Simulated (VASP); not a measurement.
# C in VASP: notebook

One slab, C, is run at these levels: PBE; tasks: single point, relaxation of the atoms.

All numbers are computed with VASP 6.6.1; they aren't measurements. Logs are shortened: lines on timing, memory, paths and dates and some standing lists are left out, and cuts for length are marked.

### Step 1. The structure

The cell holds a slab with vacuum, 14 atoms: a = 2.526 Å, b = 2.526 Å, c = 27.888 Å, α = 90.00°, β = 90.00°, γ = 120.00°.

The slab is cut from a database's or a generator's crystal, which needn't be the stable form of the element.

### Step 2. Single point, PBE

INCAR reads:

```
PREC = Accurate
ENCUT = 520
EDIFF = 1E-6
ISMEAR = 0
SIGMA = 0.03
LREAL = False
LASPH = True
NELM = 80
ALGO = Normal
ISIF = 2
LWAVE = False
LCHARG = False
LDIPOL = True
IDIPOL = 3
DIPOL = 0.5 0.5 0.500
GGA = PE
NBANDS = 41
LVHAR = True
LVACPOTAV = True
ICORELEVEL = 1
KPAR = 4
```

KPOINTS reads:

```
regular mesh
0
Gamma
  12 12 1
```

POSCAR reads:

```
C
1.0
    2.5255096500      0.0000000000      0.0000000000
   -1.2627548300      2.1871555200      0.0000000000
    0.0000000000      0.0000000000     27.8879374700
C
14
Direct
    0.0000000000      0.0000000000      0.2689334800
    0.6666666700      0.3333333300      0.2874188000
    0.6666666700      0.3333333300      0.3428747600
    0.3333333300      0.6666666700      0.3613600900
    0.3333333300      0.6666666700      0.4168160500
    0.0000000000      0.0000000000      0.4353013700
    0.0000000000      0.0000000000      0.4907573400
    0.6666666700      0.3333333300      0.5092426600
    0.6666666700      0.3333333300      0.5646986300
    0.3333333300      0.6666666700      0.5831839500
    0.3333333300      0.6666666700      0.6386399100
    0.0000000000      0.0000000000      0.6571252400
    0.0000000000      0.0000000000      0.7125812000
    0.6666666700      0.3333333300      0.7310665200
```

Potentials or basis: VASP PAW PBE potentials, release 64 (C).

Launch:

```
cat potpaw_PBE.64/C/POTCAR > POTCAR
mpirun -np 4 vasp_std > vasp.out
```

OUTCAR:

```text
PREC = Accurate
   ENCUT = 520
   EDIFF = 1E-6
   ISMEAR = 0
   LREAL = False
   LASPH = True
   NELM = 80
   ISIF = 2
   GGA = PE

 ion  position               nearest neighbor table
   1  0.000  0.000  0.269-   2 1.55   2 1.55   2 1.55
   2  0.667  0.333  0.287-   3 1.55   1 1.55   1 1.55   1 1.55
   3  0.667  0.333  0.343-   2 1.55   4 1.55   4 1.55   4 1.55
   4  0.333  0.667  0.361-   5 1.55   3 1.55   3 1.55   3 1.55
   5  0.333  0.667  0.417-   4 1.55   6 1.55   6 1.55   6 1.55
   6  0.000  0.000  0.435-   5 1.55   5 1.55   5 1.55   7 1.55
   7  0.000  0.000  0.491-   8 1.55   8 1.55   8 1.55   6 1.55
   8  0.667  0.333  0.509-   7 1.55   7 1.55   7 1.55   9 1.55
   9  0.667  0.333  0.565-  10 1.55  10 1.55  10 1.55   8 1.55
  10  0.333  0.667  0.583-  11 1.55   9 1.55   9 1.55   9 1.55
  11  0.333  0.667  0.639-  10 1.55  12 1.55  12 1.55  12 1.55
  12  0.000  0.000  0.657-  13 1.55  11 1.55  11 1.55  11 1.55
  13  0.000  0.000  0.713-  12 1.55  14 1.55  14 1.55  14 1.55
  14  0.667  0.333  0.731-  13 1.55  13 1.55  13 1.55

  LATTYP: Found a hexagonal cell.
 ALAT       =     2.5255096500
 C/A-ratio  =    11.0424988754

  Lattice vectors:

 A1 = (   2.5255096500,   0.0000000000,   0.0000000000)
 A2 = (  -1.2627548300,   2.1871555200,   0.0000000000)
 A3 = (   0.0000000000,   0.0000000000,  27.8879374700)

Analysis of symmetry for initial positions (statically):
=====================================================================
 Subroutine PRICEL returns:
 Original cell was already a primitive cell.

 Routine SETGRP: Setting up the symmetry group for a
 hexagonal supercell.

 Subroutine GETGRP returns: Found 12 space group operations
 (whereof  6 operations were pure point group operations)
 out of a pool of 24 trial point group operations.

The static configuration has the point symmetry C_3v.
 The point group associated with its full space group is D_3d.

Analysis of symmetry for dynamics (positions and initial velocities):
=====================================================================
 Subroutine PRICEL returns:
 Original cell was already a primitive cell.

 Routine SETGRP: Setting up the symmetry group for a
 hexagonal supercell.

 Subroutine GETGRP returns: Found 12 space group operations
 (whereof  6 operations were pure point group operations)
 out of a pool of 24 trial point group operations.

The dynamic configuration has the point symmetry C_3v.
 The point group associated with its full space group is D_3d.

 Subroutine INISYM returns: Found 12 space group operations
 (whereof  6 operations are pure point group operations),
 and found     1 'primitive' translations

----------------------------------------------------------------------------------------

                                     Primitive cell

  volume of cell :     154.0441

  direct lattice vectors                    reciprocal lattice vectors
     2.525509650  0.000000000  0.000000000     0.395959683  0.228607430  0.000000000
    -1.262754830  2.187155520  0.000000000     0.000000000  0.457214858  0.000000000
     0.000000000  0.000000000 27.887937470     0.000000000  0.000000000  0.035857797

  length of vectors
     2.525509650  2.525509657 27.887937470     0.457214859  0.457214858  0.035857797

  position of ions in fractional coordinates (direct lattice)
     0.000000000  0.000000000  0.268933480
     0.666666670  0.333333330  0.287418800
     0.666666670  0.333333330  0.342874760
     0.333333330  0.666666670  0.361360090
     0.333333330  0.666666670  0.416816050
     0.000000000  0.000000000  0.435301370
     0.000000000  0.000000000  0.490757340
     0.666666670  0.333333330  0.509242660
     0.666666670  0.333333330  0.564698630
     0.333333330  0.666666670  0.583183950
     0.333333330  0.666666670  0.638639910
     0.000000000  0.000000000  0.657125240
     0.000000000  0.000000000  0.712581200
     0.666666670  0.333333330  0.731066520

  ion indices of the primitive-cell ions
   primitive index   ion index
                 1           1
                 2           2
                 3           3
                 4           4
                 5           5
                 6           6
                 7           7
                 8           8
                 9           9
                10          10
                11          11
                12          12
                13          13
                14          14

----------------------------------------------------------------------------------------

 KPOINTS: regular mesh

Automatic generation of k-mesh.
 Grid dimensions read from file:
 generate k-points for:   12   12    1

 Generating k-lattice:

  Cartesian coordinates                     Fractional coordinates (reciprocal lattice)
     0.032996640  0.019050619  0.000000000     0.083333333  0.000000000  0.000000000
     0.000000000  0.038101238  0.000000000     0.000000000  0.083333333  0.000000000
[... 82 lines left out ...]

 dipolmoment           0.000000      0.000000     -0.000000 electrons x Angstroem

 Free energy of the ion-electron system (eV)
  ---------------------------------------------------
  ext. energy  EPLUGINS =         0.00000000
  ---------------------------------------------------
  free energy    TOTEN  =      -122.33661111 eV

  energy without entropy =     -122.32806054  energy(sigma->0) =     -122.33233583

 the core state eigenenergies are
   1-  1s   -262.7647
   2-  1s   -263.3618
   3-  1s   -264.3599
   4-  1s   -264.1479
   5-  1s   -264.4166
   6-  1s   -264.3966
   7-  1s   -264.4363
   8-  1s   -264.4363
   9-  1s   -264.3966
  10-  1s   -264.4166
  11-  1s   -264.1479
  12-  1s   -264.3599
  13-  1s   -263.3618
  14-  1s   -262.7647

 E-fermi :   2.7526     XC(G=0):  -7.4821

 val. band max:        2.7427126504   @ k =   0.2500  -0.0000   0.0000
 cond. band min:       2.7582424008   @ k =   0.2500   0.2500   0.0000
 fundamental gap:      0.0155297504
 Fermi energy:         2.7525578900

 k-point     1 :       0.0000    0.0000    0.0000
  band No.  band energies     occupation
      1     -19.8035      2.00000
      2     -19.2223      2.00000
      3     -18.4282      2.00000
      4     -17.4424      2.00000
      5     -16.2692      2.00000
      6     -14.9184      2.00000
[... 32 lines left out ...]
     39       9.0525      0.00000
     40       9.2757      0.00000

 k-point     2 :       0.0833    0.0000    0.0000
  band No.  band energies     occupation
      1     -19.6333      2.00000
      2     -19.0528      2.00000
      3     -18.2600      2.00000
      4     -17.2760      2.00000
      5     -16.1054      2.00000
      6     -14.7579      2.00000
[... 32 lines left out ...]
     39       9.4101      0.00000
     40       9.4376      0.00000

 k-point     3 :       0.1667    0.0000    0.0000
  band No.  band energies     occupation
      1     -19.1244      2.00000
      2     -18.5464      2.00000
      3     -17.7575      2.00000
      4     -16.7793      2.00000
      5     -15.6169      2.00000
      6     -14.2798      2.00000
[... 637 lines left out ...]
 k-point    18 :       0.3333    0.2500    0.0000
  band No.  band energies     occupation
      1     -13.8823      2.00000
      2     -13.4099      2.00000
      3     -12.8549      2.00000
      4     -12.3385      2.00000
      5     -11.7978      2.00000
      6     -11.4221      2.00000
[... 32 lines left out ...]
     39      12.3100      0.00000
     40      12.4334      0.00000

 k-point    19 :       0.3333    0.3333    0.0000
  band No.  band energies     occupation
      1     -12.5591      2.00000
      2     -12.5591      2.00000
      3     -12.4572      2.00000
      4     -12.3805      2.00000
      5     -11.8332      2.00000
      6     -11.8332      2.00000
[... 32 lines left out ...]
     39      12.9811      0.00000
     40      13.7752      0.00000
 [bands above 40 left out]

------------------------ aborting loop because EDIFF is reached ----------------------------------------

  FORCE on cell =-STRESS in cart. coord.  units (eV):
  Direction    XX          YY          ZZ          XY          YZ          ZX
  --------------------------------------------------------------------------------------
  -------------------------------------------------------------------------------------
  Total       -0.0492811     -0.0492811     -2.2992588      0.0000000      0.0000000     -0.0000000
  in kB       -0.5125612     -0.5125612    -23.9140616      0.0000000      0.0000000     -0.0000000
  external PRESSURE =      -8.3130614 kB  Pullay stress =       0.0000000 kB

 VOLUME and BASIS-vectors are now :
 -----------------------------------------------------------------------------
  energy-cutoff  :      520.00
  volume of cell :      154.04
      direct lattice vectors                 reciprocal lattice vectors
     2.525509650  0.000000000  0.000000000     0.395959683  0.228607430  0.000000000
    -1.262754830  2.187155520  0.000000000     0.000000000  0.457214858  0.000000000
     0.000000000  0.000000000 27.887937470     0.000000000  0.000000000  0.035857797

 POSITION                                       TOTAL-FORCE (eV/Angst)
 -----------------------------------------------------------------------------------
      0.00000      0.00000      7.50000        -0.000000     -0.000000      4.186912
      1.26275      0.72905      8.01552         0.000000      0.000000     -4.748190
      1.26275      0.72905      9.56207         0.000000     -0.000000      0.786211
     -0.00000      1.45810     10.07759         0.000000     -0.000000     -0.373065
     -0.00000      1.45810     11.62414        -0.000000     -0.000000      0.164284
      0.00000      0.00000     12.13966         0.000000     -0.000000     -0.071303
      0.00000      0.00000     13.68621         0.000000     -0.000000      0.054509
      1.26275      0.72905     14.20173        -0.000000      0.000000     -0.054509
      1.26275      0.72905     15.74828        -0.000000      0.000000      0.071303
     -0.00000      1.45810     16.26380         0.000000      0.000000     -0.164284
     -0.00000      1.45810     17.81035        -0.000000      0.000000      0.373065
      0.00000      0.00000     18.32587        -0.000000      0.000000     -0.786211
      0.00000      0.00000     19.87242        -0.000000     -0.000000      4.748190
      1.26275      0.72905     20.38794         0.000000      0.000000     -4.186912
 -----------------------------------------------------------------------------------
    total drift:                               -0.000003      0.000002     -0.000029

  FREE ENERGIE OF THE ION-ELECTRON SYSTEM (eV)
  ---------------------------------------------------
  free  energy   TOTEN  =      -122.3366111116 eV

  energy  without entropy=     -122.3280605415  energy(sigma->0) =     -122.33233583

 vacuum level on the upper side and lower side of the slab         8.298         8.298
```

Run time: 72 s. Hardware: 4 MPI ranks of Intel Xeon Platinum 8259CL at 2.50GHz (Skylake/Cascade Lake), shared host; peak memory 0.3 GiB.

What came out:

```yaml
Free_energy: -122.3366 eV
Largest_force: 4.748 eV/Å
Band_gap_on_the_k_mesh: none (metal or under the smearing width)
Work_function_of_the_upper_face: 5.55 eV
Work_function_of_the_lower_face: 5.55 eV
```

Forces on the atoms (eV/Å):
```
C    0.000  0.000  4.187
C    0.000  0.000 -4.748
C    0.000  0.000  0.786
C    0.000  0.000 -0.373
C    0.000  0.000  0.164
C    0.000  0.000 -0.071
C    0.000  0.000  0.055
C    0.000  0.000 -0.055
C    0.000  0.000  0.071
C    0.000  0.000 -0.164
C    0.000  0.000  0.373
C    0.000  0.000 -0.786
C    0.000  0.000  4.748
C    0.000  0.000 -4.187
```

Core levels (eV, on the scale of the bands):
```
atom     levels
 1 C  1s -262.8
 2 C  1s -263.4
 3 C  1s -264.4
 4 C  1s -264.1
 5 C  1s -264.4
 6 C  1s -264.4
```

### Step 3. Relaxation of the atoms, PBE

INCAR reads:

```
SYSTEM = C
PREC = Accurate
ENCUT = 520
EDIFF = 1E-6
ISMEAR = 0
SIGMA = 0.03
LREAL = .False.
LASPH = .True.
NELM = 80
ALGO = Normal
ISIF = 2
LWAVE = .False.
LCHARG = .False.
LDIPOL = .True.
IDIPOL = 3
DIPOL = 0.5 0.5 0.500
GGA = PE
IBRION = 2
NSW = 80
EDIFFG = -0.02
KPAR = 4
```

KPOINTS reads:

```
regular mesh
0
Gamma
  12 12 1
  0 0 0
```

POSCAR is that of step 2.

Potentials or basis: VASP PAW PBE potentials, release 64 (C).

Launch:

```
cat potpaw_PBE.64/C/POTCAR > POTCAR
mpirun -np 4 vasp_std > vasp.out
```

Run time: 4.4 min. Hardware: 4 MPI ranks of Intel Xeon Platinum 8259CL at 2.50GHz (Skylake/Cascade Lake), shared host; peak memory 0.31 GiB.

Results (log left out):

```
Free energy                  : -123.4019 eV
Energy gained by relaxing    : 76.1 meV/atom
Ionic steps                  : 12
Largest force after relaxing : 0.009 eV/Å
Band gap on the k mesh       : none (metal or under the smearing width)
```

Forces on the atoms (eV/Å):
```
C    0.000  0.000 -0.009
C    0.000  0.000  0.003
C    0.000  0.000 -0.005
C    0.000  0.000 -0.005
C    0.000  0.000  0.002
C    0.000  0.000 -0.002
C    0.000  0.000 -0.006
C    0.000  0.000  0.006
C    0.000  0.000  0.002
C    0.000  0.000 -0.002
C    0.000  0.000  0.005
C    0.000  0.000  0.005
C    0.000  0.000 -0.003
C    0.000  0.000  0.009
```

Step by step:
| step | energy change (eV) | largest force (eV/Å) | pressure (GPa) |
| --- | --- | --- | --- |
| 1 | 0.0000 | 4.7482 | -0.83 |
| 2 | -0.6744 | 2.2857 | 1.11 |
| 3 | -1.0628 | 0.1580 | 0.11 |
| 4 | -1.0625 | 0.1593 | 0.09 |
| 5 | -1.0638 | 0.2162 | 0.09 |
| 6 | -1.0643 | 0.1004 | 0.09 |
| 7 | -1.0648 | 0.1005 | 0.12 |
| 8 | -1.0651 | 0.0499 | 0.11 |
| 9 | -1.0653 | 0.0230 | 0.12 |
| 10 | -1.0653 | 0.0214 | 0.13 |
| 11 | -1.0653 | 0.0266 | 0.12 |
| 12 | -1.0653 | 0.0089 | 0.12 |

Final structure:
```yaml
crystal:
  lattice:
    - [2.52551, 0.00000, 0.00000]
    - [-1.26275, 2.18716, 0.00000]
    - [0.00000, 0.00000, 27.88794]
  atoms:
    - { symbol: C, position: [0.00000, 0.00000, 0.27332] }
    - { symbol: C, position: [0.66667, 0.33333, 0.28281] }
    - { symbol: C, position: [0.66667, 0.33333, 0.34335] }
    - { symbol: C, position: [0.33333, 0.66667, 0.36080] }
    - { symbol: C, position: [0.33333, 0.66667, 0.41684] }
    - { symbol: C, position: [0.00000, 0.00000, 0.43522] }
    - { symbol: C, position: [0.00000, 0.00000, 0.49078] }
    - { symbol: C, position: [0.66667, 0.33333, 0.50922] }
    - { symbol: C, position: [0.66667, 0.33333, 0.56478] }
    - { symbol: C, position: [0.33333, 0.66667, 0.58316] }
    - { symbol: C, position: [0.33333, 0.66667, 0.63920] }
    - { symbol: C, position: [0.00000, 0.00000, 0.65665] }
    - { symbol: C, position: [0.00000, 0.00000, 0.71719] }
    - { symbol: C, position: [0.66667, 0.33333, 0.72668] }
```

Levels at points of the mesh, in eV from the Fermi level:
```
           k point  band 23  band 24  band 25  band 26  band 27  band 28  band 29  band 30  band 31  band 32
(0.00, 0.00, 0.00)    -2.97    -2.54    -2.54    -2.22    -2.22     0.30     0.70     3.93     3.93     4.20
(0.50, 0.00, 0.00)    -5.98    -5.69    -5.41    -5.06    -5.03    -0.23    -0.22     2.79     3.09     3.50
```

### Step 4. Single point, PBE

INCAR reads:

```
PREC = Accurate
ENCUT = 520
EDIFF = 1E-6
ISMEAR = 0
SIGMA = 0.03
LREAL = False
LASPH = True
NELM = 80
ALGO = Normal
ISIF = 2
LWAVE = False
LCHARG = False
LDIPOL = True
IDIPOL = 3
DIPOL = 0.5 0.5 0.500
GGA = PE
NBANDS = 41
LVHAR = True
LVACPOTAV = True
ICORELEVEL = 1
KPAR = 4
```

KPOINTS reads:

```
regular mesh
0
Gamma
  12 12 1
```

POSCAR reads:

```
C                                       
1.0
    2.5255096500      0.0000000000      0.0000000000
   -1.2627548300      2.1871555200      0.0000000000
    0.0000000000      0.0000000000     27.8879374700
  C             
    14
Direct
     0.0000000000000000    0.0000000000000000    0.2733185859905557
     0.6666666699999979    0.3333333300000021    0.2828105262732633
     0.6666666699999979    0.3333333300000021    0.3433456632314420
     0.3333333300000021    0.6666666699999979    0.3607975016134090
     0.3333333300000021    0.6666666699999979    0.4168375744896482
     0.0000000000000000    0.0000000000000000    0.4352180138114511
     0.0000000000000000    0.0000000000000000    0.4907765587015727
     0.6666666699999979    0.3333333300000021    0.5092234412984274
     0.6666666699999979    0.3333333300000021    0.5647819861885492
     0.3333333300000021    0.6666666699999979    0.5831624255103519
     0.3333333300000021    0.6666666699999979    0.6392024983865910
     0.0000000000000000    0.0000000000000000    0.6566543367685579
     0.0000000000000000    0.0000000000000000    0.7171894737267366
     0.6666666699999979    0.3333333300000021    0.7266814140094445
```

Launch:

```
cat potpaw_PBE.64/C/POTCAR > POTCAR
mpirun -np 4 vasp_std > vasp.out
```

Wall time 60 s (4 MPI ranks of Intel Xeon Platinum 8259CL at 2.50GHz (Skylake/Cascade Lake), shared host); peak memory 0.3 GiB.

The run converged. Its results:

* Free energy: -123.4019 eV
* Largest force: 0.009 eV/Å
* Band gap on the k mesh: none (metal or under the smearing width)
* Work function of the upper face: 4.74 eV
* Work function of the lower face: 4.74 eV

Forces on the atoms (eV/Å):
```
C    0.000  0.000 -0.009
C    0.000  0.000  0.003
C    0.000  0.000 -0.005
C    0.000  0.000 -0.005
C    0.000  0.000  0.003
C    0.000  0.000 -0.002
C    0.000  0.000 -0.006
C    0.000  0.000  0.006
C    0.000  0.000  0.002
C    0.000  0.000 -0.003
C    0.000  0.000  0.005
C    0.000  0.000  0.005
C    0.000  0.000 -0.003
C    0.000  0.000  0.009
```

Levels at points of the mesh, in eV from the Fermi level:
```
           k point  band 23  band 24  band 25  band 26  band 27  band 28  band 29  band 30  band 31  band 32
(0.00, 0.00, 0.00)    -2.97    -2.54    -2.54    -2.22    -2.22     0.30     0.70     3.93     3.93     4.20
(0.50, 0.00, 0.00)    -5.98    -5.69    -5.41    -5.06    -5.03    -0.23    -0.22     2.79     3.09     3.50
```

Core levels (eV, on the scale of the bands):
| atom | levels |
| --- | --- |
| 1 C | 1s -262.3 |
| 2 C | 1s -263.5 |
| 3 C | 1s -264.4 |
| 4 C | 1s -264.1 |
| 5 C | 1s -264.5 |
| 6 C | 1s -264.4 |
